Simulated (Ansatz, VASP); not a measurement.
SiO2 (Stishovite): VASP beside Ansatz

INCAR

```
SYSTEM = SiO2
PREC = Accurate
ENCUT = 520
EDIFF = 1E-8
ISMEAR = -1
SIGMA = 0.02
LREAL = .FALSE.
LASPH = .TRUE.
NELM = 80
ALGO = Normal
ISIF = 2
LWAVE = .FALSE.
LCHARG = .FALSE.
GGA = PE
LEFG = .TRUE.
NBANDS = 25
```

File KPOINTS:

```
regular mesh
0
G
  7 7 11
  0 0 0
```

POSCAR

```
SiO2
1.0
    4.1667000000      0.0000000000      0.0000000000
    0.0000000000      4.1667000000      0.0000000000
    0.0000000000      0.0000000000      2.6645000000
Si O
2 4
Direct
    0.0000000000      0.0000000000      0.0000000000
    0.5000000000      0.5000000000      0.5000000000
    0.3061000000      0.3061000000      0.0000000000
    0.1939000000      0.8061000000      0.5000000000
    0.6939000000      0.6939000000      0.0000000000
    0.8061000000      0.1939000000      0.5000000000
```

Input for Ansatz:

```yaml
crystal:
  lattice:
    - [4.1667, 0.0, 0.0]
    - [0.0, 4.1667, 0.0]
    - [0.0, 0.0, 2.6645]
  atoms:
    - { symbol: Si, position: [0.0, 0.0, 0.0] }
    - { symbol: Si, position: [0.5, 0.5, 0.5] }
    - { symbol: O, position: [0.3061, 0.3061, 0.0] }
    - { symbol: O, position: [0.1939, 0.8061, 0.5] }
    - { symbol: O, position: [0.6939, 0.6939, 0.0] }
    - { symbol: O, position: [0.8061, 0.1939, 0.5] }
kpoints:
  mp_grid: { grid: [7, 7, 11] }
scf:
  occupations: { method: fermi_dirac, width: 0.02 }
hamiltonian:
  xc: pbe
  pseudopotentials: { kind: paw }
output:
  forces: true
  stress: true
  populations: true
  efg: { quadrupole_moments_barn: { O: -0.02558 }, contact_densities: true }
```

Alike in both runs: task electric field gradients; functional PBE; k mesh 7 × 7 × 11; occupations fermi-dirac, width 0.02 eV; no spin polarisation.

|  | VASP | Ansatz |
| --- | --- | --- |
| version | VASP 6.6.1 | Ansatz 0.2.0 |
| potentials or method | VASP PAW PBE potentials, release 64 (Si, O) | plane-wave PAW, scalar-relativistic |
| plane-wave cutoff (eV) | 520 | 420 |
| valence electrons in the cell | 32 | 32 |

|  | VASP | Ansatz | Ansatz less VASP |
| --- | --- | --- | --- |
| gap on the k mesh at the Fermi level (eV) | 5.72 | 5.73 | +0.013 |
| pressure (GPa) | 13.3 | 13.1 | -0.18 |
| largest component of the traceless stress (GPa) | 0.88 | 0.43 | -0.444 |
| rms of the force components (eV/Å) | 0.089 | 0.080 | -0.0082 |
| Vzz of the field gradient on the site that differs most (V/Å²) | 20.4 | 17.8 | -2.62 |

Atom by atom the forces differ by 0.008 eV/Å (rms over components). With one functional, cell and mesh, what is left measures potentials, basis and numerics.

Caveats: an odd mesh through Γ misses points on the zone boundary, where band edges often lie. PBE gaps usually lie below the measured ones, often by a third to a half.
